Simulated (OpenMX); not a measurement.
MoS2:

```
CELL_PARAMETERS angstrom
1.58000 0.91221 6.15000
-1.58000 0.91221 6.15000
0.00000 -1.82443 6.15000
ATOMIC_POSITIONS crystal
Mo 0.00000 0.00000 0.00000
S 0.41700 0.41700 0.41700
S 0.25000 0.25000 0.25000
```

Measurements of this composition are mostly on another form, of space group No. 194.

Base run:

```yaml
Program: OpenMX 3.8.5
Functional: PBE
Potentials_or_basis: OpenMX 2013 PBE set, Mo7.0-s3p2d2, S7.0-s2p2d1f1, grid cutoff 400 Ry
k_mesh: 11 × 11 × 11
Occupations: fermi-dirac, width 0.05 eV
Spin: no spin polarisation
```

Its results: band gap on the k mesh 0.94 eV, indirect (least direct gap 1.88 eV); pressure 9.2 GPa; largest force 1.030 eV/Å.

Q: The run is repeated on the same cell with these changes: k mesh from 11 × 11 × 11 to 7 × 7 × 7. What comes out?

A: Band gap on the k mesh 1.09 eV, indirect (least direct gap 2.14 eV); pressure 9.2 GPa; largest force 1.030 eV/Å.

Caveats: the basis of atomic orbitals isn't converged, which shifts pressures, moduli and gaps; forces of over 1 eV/Å show positions far from the minimum, so gaps and moduli don't describe the material at rest; an odd mesh through Γ misses points on the zone boundary, where band edges often lie (some runs); the mesh misses the band edges, which the band path finds closer together (some runs).
